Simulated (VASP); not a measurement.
## C (Diamond): the relaxed cell at several levels of theory

Which functional gives which lattice for C (Diamond)? The starting structure is a measured crystal structure from the Crystallography Open Database. The first relaxation on each setting starts from this cell expanded by 3 % in volume.

Calculated with VASP 6.6.1; Kohn-Sham DFT with plane waves and PAW; PBEsol, LDA, PBE, PBEsol + D3(BJ), r2SCAN, r2SCAN + rVV10, rev-vdW-DF2 and RPBE.

## 1. The structure

Symmetry: Fd-3m, No. 227, cubic system. The conventional cell has a = 3.567 Å, b = 3.567 Å, c = 3.567 Å, α = 90.00°, β = 90.00°, γ = 90.00°. Nearest to C lie 4 C at 1.54 Å.

Structure file:

```cif
data_structure
_symmetry_space_group_name_H-M 'P 1'
_symmetry_Int_Tables_number 1
_cell_length_a 2.5221
_cell_length_b 2.5221
_cell_length_c 2.5221
_cell_angle_alpha 60.000
_cell_angle_beta 60.000
_cell_angle_gamma 60.000
_cell_volume 11.34
loop_
_atom_site_label
_atom_site_type_symbol
_atom_site_fract_x
_atom_site_fract_y
_atom_site_fract_z
_atom_site_occupancy
C1 C 0.75000 0.75000 0.75000 1
C2 C 0.50000 0.50000 0.50000 1
```

## 2. Relaxation with PBEsol

PBEsol restores the gradient expansion of exchange and is tuned for the cells of solids. This run starts from the cell of an earlier relaxation, which isn't shown; the restart sets up the plane waves anew.

Input file INCAR:

```
SYSTEM = C
PREC = Accurate
ENCUT = 520
EDIFF = 1E-06
NELM = 100
ISMEAR = 0
SIGMA = 0.03
LREAL = .FALSE.
ALGO = Normal
GGA = PS
NBANDS = 10
LORBIT = 11
LWAVE = .FALSE.
LCHARG = .FALSE.
KPAR = 4
IBRION = 2
NSW = 50
ISIF = 3
EDIFFG = -0.006
```

Input file POSCAR:

```
C
1.0
    0.0000000000      1.7780041373      1.7780041373
    1.7780041373      0.0000000000      1.7780041373
    1.7780041373      1.7780041373      0.0000000000
C
2
Direct
    0.7500000000      0.7500000000      0.7500000000
    0.5000000000      0.5000000000      0.5000000000
```

Input file KPOINTS:

```
Automatic mesh
0
Gamma
10 10 10
0 0 0
```

PAW data sets: C (PBE family, release 64).

Command:

```
mpirun -np 4 vasp_std
```

The program printed:

```text
[banner, memory and clock lines left out]
running    4 mpi-ranks, on    1 nodes
 distrk:  each k-point on    1 cores,    4 groups
 distr:  one band on    1 cores,    1 groups

 POSCAR found type information on POSCAR C
 POSCAR found :  1 types and       2 ions
|                                                                             |
|               ----> ADVICE to this user running VASP <----                  |
|                                                                             |
|     You enforced a specific xc type in the INCAR file but a different       |
|     [... a line on the potential file left out ...]
|     I HOPE YOU KNOW WHAT YOU ARE DOING!                                     |
|                                                                             |

 LDA part: xc-table for (Slater+PW92), standard interpolation
 POSCAR, INCAR and KPOINTS ok, starting setup
 FFT: planning ... GRIDC
 FFT: planning ... GRID_SOFT
 FFT: planning ... GRID
 WAVECAR not read
 entering main loop
       N       E                     dE             d eps       ncg     rms          rms(c)
DAV:   1     0.136320936370E+01    0.13632E+01   -0.47745E+03   978   0.763E+02
DAV:   2    -0.195458857873E+02   -0.20909E+02   -0.20088E+02  1206   0.136E+02
DAV:   3    -0.199299517080E+02   -0.38407E+00   -0.38311E+00  1132   0.147E+01
DAV:   4    -0.199306057109E+02   -0.65400E-03   -0.65398E-03  1032   0.714E-01
DAV:   5    -0.199306064071E+02   -0.69624E-06   -0.69636E-06  1076   0.234E-02    0.566E+00
DAV:   6    -0.194252476111E+02    0.50536E+00   -0.27804E-01   972   0.388E+00    0.334E+00
DAV:   7    -0.192492276909E+02    0.17602E+00   -0.32978E-01  1022   0.427E+00    0.703E-01
DAV:   8    -0.192497367946E+02   -0.50910E-03   -0.68123E-03   990   0.703E-01    0.287E-02
DAV:   9    -0.192497522313E+02   -0.15437E-04   -0.15991E-05  1134   0.381E-02    0.206E-02
DAV:  10    -0.192497598853E+02   -0.76540E-05   -0.33522E-06   992   0.176E-02    0.424E-03
DAV:  11    -0.192497597428E+02    0.14256E-06   -0.65433E-08   530   0.247E-03
   1 F= -.19249760E+02 E0= -.19249760E+02  d E =-.192498E+02
 curvature:   0.00 expect dE= 0.000E+00 dE for cont linesearch  0.000E+00
 trial: gam= 0.00000 g(F)=  0.315E-48 g(S)=  0.239E-04 ort = 0.000E+00 (trialstep = 0.100E+01)
 search vector abs. value=  0.239E-04
 bond charge predicted
       N       E                     dE             d eps       ncg     rms          rms(c)
DAV:   1    -0.192497647715E+02   -0.48862E-05   -0.47851E-04  1014   0.193E-01    0.201E-02
DAV:   2    -0.192497588501E+02    0.59214E-05   -0.60267E-06  1026   0.207E-02    0.110E-02
DAV:   3    -0.192497563110E+02    0.25391E-05   -0.40074E-06   978   0.146E-02    0.162E-03
DAV:   4    -0.192497562814E+02    0.29598E-07   -0.47822E-08   476   0.211E-03
   2 F= -.19249756E+02 E0= -.19249756E+02  d E =0.346131E-05
 trial-energy change:    0.000003  1 .order    0.000003   -0.000024    0.000031
 step:   0.4384(harm=  0.4384)  dis= 0.00000  next Energy=   -19.249765 (dE=-0.524E-05)
 bond charge predicted
       N       E                     dE             d eps       ncg     rms          rms(c)
DAV:   1    -0.192497672229E+02   -0.10912E-04   -0.14969E-04  1014   0.108E-01    0.112E-02
DAV:   2    -0.192497654605E+02    0.17624E-05   -0.18758E-06   958   0.115E-02    0.618E-03
DAV:   3    -0.192497648459E+02    0.61458E-06   -0.12327E-06   734   0.815E-03
   3 F= -.19249765E+02 E0= -.19249765E+02  d E =-.510316E-05
 curvature:  -0.22 expect dE=-0.893E-10 dE for cont linesearch -0.893E-10
 trial: gam=-0.00411 g(F)=  0.166E-47 g(S)=  0.408E-09 ort = 0.987E-07 (trialstep = 0.888E+00)
 search vector abs. value=  0.100E-09
 reached required accuracy - stopping structural energy minimisation
```

Run time: 4.4 s. Hardware: 4 MPI ranks of Intel Xeon Platinum 8259CL at 2.50GHz (Skylake/Cascade Lake), shared host; peak memory 0.47 GiB; 15 s of CPU time.

The logs omit lines about the potential files and the build; timing stands in the text.

From OUTCAR (step 2):

```text
ion  position               nearest neighbor table
   1  0.750  0.750  0.750-   2 1.54   2 1.54   2 1.54   2 1.54
   2  0.500  0.500  0.500-   1 1.54   1 1.54   1 1.54   1 1.54

  LATTYP: Found a face centered cubic cell.
 ALAT       =     3.5560082746

 Subroutine GETGRP returns: Found 48 space group operations
 (whereof 24 operations were pure point group operations)

The static configuration has the point symmetry T_d .
 The point group associated with its full space group is O_h .

 Found     47 irreducible k-points:

   k-points           NKPTS =     47   k-points in BZ     NKDIM =     47   number of bands    NBANDS=     10

   dimension x,y,z NGX =    20 NGY =   20 NGZ =   20
   dimension x,y,z NGXF=    40 NGYF=   40 NGZF=   40

   ENCUT  =  520.0 eV  38.22 Ry    6.18 a.u.   4.68  4.68  4.68*2*pi/ulx,y,z

   NELECT =       8.0000    total number of electrons

 k-points in reciprocal lattice and weights: Automatic mesh
   0.00000000  0.00000000  0.00000000       0.001
   0.10000000  0.00000000  0.00000000       0.008
   0.20000000  0.00000000  0.00000000       0.008
   0.30000000  0.00000000  0.00000000       0.008
   0.40000000  0.00000000  0.00000000       0.008
   0.50000000  0.00000000  0.00000000       0.004
   0.10000000  0.10000000  0.00000000       0.006
   0.20000000  0.10000000  0.00000000       0.024
   0.30000000  0.10000000  0.00000000       0.024
[...]
-0.30000000  0.40000000  0.20000000       0.024
  -0.30000000  0.50000000  0.20000000       0.012

 average (electrostatic) potential at core
       1 -45.3593       2 -45.3593

 E-fermi :  10.0029

 k-point     1 :       0.0000    0.0000    0.0000
  band No.  band energies     occupation
      1     -11.8038      2.00000
      2       9.8323      2.00000
      3       9.8323      2.00000
      4       9.8323      2.00000
      5      15.3947      0.00000
      6      15.3947      0.00000
      7      15.3947      0.00000
      8      23.3944      0.00000
      9      28.8989      0.00000
    ...

 k-point     2 :       0.1000    0.0000    0.0000
  band No.  band energies     occupation
      1     -11.5246      2.00000
      2       8.1341      2.00000
      3       9.3775      2.00000
      4       9.3775      2.00000
      5      15.9909      0.00000
      6      15.9909      0.00000
      7      16.3585      0.00000
      8      23.6074      0.00000
      9      29.3542      0.00000
    ...

 k-point     3 :       0.2000    0.0000    0.0000
  band No.  band energies     occupation
      1     -10.6919      2.00000
      2       4.8959      2.00000
      3       8.4894      2.00000
      4       8.4894      2.00000
      5      17.1315      0.00000
      6      17.1315      0.00000
      7      17.6006      0.00000
      8      24.1884      0.00000
      9      30.1398      0.00000
    ...

  Total        0.0000750      0.0000750      0.0000750     -0.0000000     -0.0000000     -0.0000000
  in kB        0.0106897      0.0106897      0.0106897     -0.0000000     -0.0000000     -0.0000000
  external PRESSURE =       0.0106897 kB  Pullay stress =       0.0000000 kB

  energy-cutoff  :      520.00
  volume of cell :       11.25
      direct lattice vectors                 reciprocal lattice vectors
    -0.000000000  1.778345970  1.778345970    -0.281160139  0.281160139  0.281160139
     1.778345970  0.000000000  1.778345970     0.281160139 -0.281160139  0.281160139
     1.778345970  1.778345970  0.000000000     0.281160139  0.281160139 -0.281160139

 POSITION                                       TOTAL-FORCE (eV/Angst)
 -----------------------------------------------------------------------------------
      2.66752      2.66752      2.66752         0.000000     -0.000000     -0.000000
      1.77835      1.77835      1.77835        -0.000000      0.000000      0.000000
 -----------------------------------------------------------------------------------
    total drift:                                0.000000     -0.000000      0.000000

  FREE ENERGIE OF THE ION-ELECTRON SYSTEM (eV)
  ---------------------------------------------------
  free  energy   TOTEN  =       -19.2497648459 eV

  energy  without entropy=      -19.2497648459  energy(sigma->0) =      -19.24976485

 reached required accuracy - stopping structural energy minimisation

 total charge
# of ion       s       p       d       tot
------------------------------------------
    1        0.825   1.751   0.000   2.576
    2        0.825   1.751   0.000   2.576
--------------------------------------------------
tot          1.650   3.503   0.000   5.153

[... 3 further parts left out ...]
```

The PAW data sets were made with PBE, which is usual practice but a small mismatch for other functionals. The run keeps the 48 symmetry operations of its start, so it cannot find a distortion of lower symmetry.

With PBEsol the relaxed cell holds 5.624 Å³ an atom, -0.84 % against the measured cell, with a = 3.557 Å. Pressures at 0.985 and 1.015 times this volume, from two more relaxations that aren't shown, give a bulk modulus of 451.2 GPa.

## 3. Relaxation with LDA

LDA, the lowest rung, knows the local density alone. This run starts from the cell of an earlier relaxation, which isn't shown; the restart sets up the plane waves anew.

Edit INCAR of step 2 so:

```diff
@@ -9,3 +9,3 @@
 ALGO = Normal
-GGA = PS
+GGA = CA
 NBANDS = 10
```

Input file POSCAR:

```
C
1.0
    0.0000000000      1.7675323169      1.7675323169
    1.7675323169      0.0000000000      1.7675323169
    1.7675323169      1.7675323169      0.0000000000
C
2
Direct
    0.7500000000      0.7500000000      0.7500000000
    0.5000000000      0.5000000000      0.5000000000
```

KPOINTS is that of step 2.

PAW data sets: C (LDA family, release 64).

Command:

```
mpirun -np 4 vasp_std
```

The program printed:

```text
[banner, memory and clock lines left out]
running    4 mpi-ranks, on    1 nodes
[...]
LDA part: xc-table for (Slater(with rela. corr.)+CA(PZ))
 , standard interpolation
 POSCAR, INCAR and KPOINTS ok, starting setup
[...]
entering main loop
       N       E                     dE             d eps       ncg     rms          rms(c)
DAV:   1    -0.176992049378E+01   -0.17699E+01   -0.49092E+03   996   0.773E+02
DAV:   2    -0.207908766132E+02   -0.19021E+02   -0.18547E+02  1278   0.129E+02
DAV:   3    -0.211068861420E+02   -0.31601E+00   -0.31523E+00  1104   0.134E+01
DAV:   4    -0.211075287196E+02   -0.64258E-03   -0.64255E-03  1054   0.703E-01
[...]
DAV:   9    -0.202453828034E+02    0.11715E-04   -0.32941E-05  1040   0.482E-02    0.196E-02
DAV:  10    -0.202453842626E+02   -0.14592E-05   -0.17589E-06   998   0.119E-02    0.445E-03
DAV:  11    -0.202453842065E+02    0.56034E-07   -0.55973E-08   542   0.198E-03
   1 F= -.20245384E+02 E0= -.20245384E+02  d E =-.202454E+02
[...]
N       E                     dE             d eps       ncg     rms          rms(c)
DAV:   1    -0.202453903539E+02   -0.60913E-05   -0.59359E-04   996   0.212E-01    0.219E-02
DAV:   2    -0.202453828744E+02    0.74794E-05   -0.80785E-06  1026   0.241E-02    0.121E-02
DAV:   3    -0.202453797881E+02    0.30864E-05   -0.51567E-06   978   0.164E-02    0.154E-03
DAV:   4    -0.202453797660E+02    0.22089E-07   -0.67053E-08   480   0.253E-03
   2 F= -.20245380E+02 E0= -.20245380E+02  d E =0.444052E-05
 trial-energy change:    0.000004  1 .order    0.000005   -0.000030    0.000039
 step:   0.4314(harm=  0.4314)  dis= 0.00000  next Energy=   -20.245391 (dE=-0.643E-05)
[...]
N       E                     dE             d eps       ncg     rms          rms(c)
DAV:   1    -0.202453941406E+02   -0.14352E-04   -0.19025E-04   992   0.120E-01    0.125E-02
DAV:   2    -0.202453916199E+02    0.25207E-05   -0.25881E-06   976   0.136E-02    0.691E-03
DAV:   3    -0.202453907302E+02    0.88969E-06   -0.16513E-06   820   0.932E-03
   3 F= -.20245391E+02 E0= -.20245391E+02  d E =-.652367E-05
[...]
reached required accuracy - stopping structural energy minimisation
```

The job ended after 4 s (4 MPI ranks; peak memory 0.43 GiB).

From OUTCAR (step 3):

```text
  Total        0.0001692      0.0001692      0.0001692      0.0000000      0.0000000     -0.0000000
  in kB        0.0245325      0.0245325      0.0245325      0.0000000      0.0000000     -0.0000000
  external PRESSURE =       0.0245325 kB  Pullay stress =       0.0000000 kB

 POSITION                                       TOTAL-FORCE (eV/Angst)
 -----------------------------------------------------------------------------------
      2.65186      2.65186      2.65186         0.000000      0.000000      0.000000
      1.76791      1.76791      1.76791        -0.000000     -0.000000     -0.000000
 -----------------------------------------------------------------------------------
    total drift:                                0.000000     -0.000000      0.000000

  FREE ENERGIE OF THE ION-ELECTRON SYSTEM (eV)
  ---------------------------------------------------
  free  energy   TOTEN  =       -20.2453907302 eV

  energy  without entropy=      -20.2453907302  energy(sigma->0) =      -20.24539073

[... 2 parts as in an earlier step ...]

[... 2 further parts left out ...]
[key lines of the parts left out:]
E-fermi :  10.2478
```

With LDA the relaxed cell holds 5.526 Å³ an atom, -2.58 % against the measured cell, with a = 3.536 Å. That is -1.75 % from PBEsol. Pressures at 0.985 and 1.015 times this volume, from two more relaxations that aren't shown, give a bulk modulus of 467.2 GPa.

## 4. Relaxation with PBE

PBE, the usual starting point, adds the gradient of the density. This run starts from the cell of an earlier relaxation, which isn't shown; the restart sets up the plane waves anew.

Edit INCAR of step 3 so:

```diff
@@ -9,3 +9,3 @@
 ALGO = Normal
-GGA = CA
+GGA = PE
 NBANDS = 10
```

Input file POSCAR:

```
C
1.0
    0.0000000000      1.7866964182      1.7866964182
    1.7866964182      0.0000000000      1.7866964182
    1.7866964182      1.7866964182      0.0000000000
C
2
Direct
    0.7500000000      0.7500000000      0.7500000000
    0.5000000000      0.5000000000      0.5000000000
```

KPOINTS is that of step 3.

The projector-augmented-wave data sets are C (PBE family, release 64).

Command:

```
mpirun -np 4 vasp_std
```

The program printed:

```text
[banner, memory and clock lines left out]
running    4 mpi-ranks, on    1 nodes
[...]
LDA part: xc-table for (Slater+PW92), standard interpolation
 POSCAR, INCAR and KPOINTS ok, starting setup
[...]
entering main loop
       N       E                     dE             d eps       ncg     rms          rms(c)
DAV:   1     0.578361890972E+00    0.57836E+00   -0.48252E+03  1004   0.763E+02
DAV:   2    -0.185012371463E+02   -0.19080E+02   -0.18642E+02  1336   0.130E+02
DAV:   3    -0.188132472404E+02   -0.31201E+00   -0.31155E+00  1108   0.132E+01
DAV:   4    -0.188138321484E+02   -0.58491E-03   -0.58489E-03   998   0.674E-01
[...]
DAV:   9    -0.181857288141E+02   -0.35961E-04   -0.67283E-05  1132   0.694E-02    0.238E-02
DAV:  10    -0.181857487128E+02   -0.19899E-04   -0.15808E-05   968   0.381E-02    0.508E-03
DAV:  11    -0.181857487484E+02   -0.35598E-07   -0.19919E-07   840   0.443E-03
   1 F= -.18185749E+02 E0= -.18185749E+02  d E =-.181857E+02
[...]
reached required accuracy - stopping structural energy minimisation
```

The job ended after 2.2 s (4 MPI ranks; peak memory 0.45 GiB; 6.6 s of CPU time).

From OUTCAR (step 4):

```text
  Total        0.0003616      0.0003616      0.0003616     -0.0000000      0.0000000     -0.0000000
  in kB        0.0507877      0.0507877      0.0507877     -0.0000000      0.0000000     -0.0000000
  external PRESSURE =       0.0507877 kB  Pullay stress =       0.0000000 kB

 POSITION                                       TOTAL-FORCE (eV/Angst)
 -----------------------------------------------------------------------------------
      2.68004      2.68004      2.68004        -0.000000     -0.000000     -0.000000
      1.78670      1.78670      1.78670         0.000000      0.000000      0.000000
 -----------------------------------------------------------------------------------
    total drift:                                0.000000     -0.000000      0.000000

  FREE ENERGIE OF THE ION-ELECTRON SYSTEM (eV)
  ---------------------------------------------------
  free  energy   TOTEN  =       -18.1857487484 eV

  energy  without entropy=      -18.1857487484  energy(sigma->0) =      -18.18574875

[... 2 parts as in an earlier step ...]

[... 2 further parts left out ...]
[key lines of the parts left out:]
E-fermi :   9.9082
```

With PBE the relaxed cell holds 5.704 Å³ an atom, +0.56 % against the measured cell, with a = 3.573 Å. That is +1.42 % from PBEsol. Pressures at 0.985 and 1.015 times this volume, from two more relaxations that aren't shown, give a bulk modulus of 434.8 GPa.

(Continued in part 2 of 3.)

[Lines on the potential files, build, host, timing and source positions are cut from VASP's logs without a mark.]

[Logs are printed without paths, hosts, clocks, repeated set-up lines and the standing remarks that a program may print on its own settings, such as how far it seeks lower states.]

[Hosts, paths, dates, database ids (printed as entryN), source tags and the programs' standing remarks are cut or masked in the printed files.]
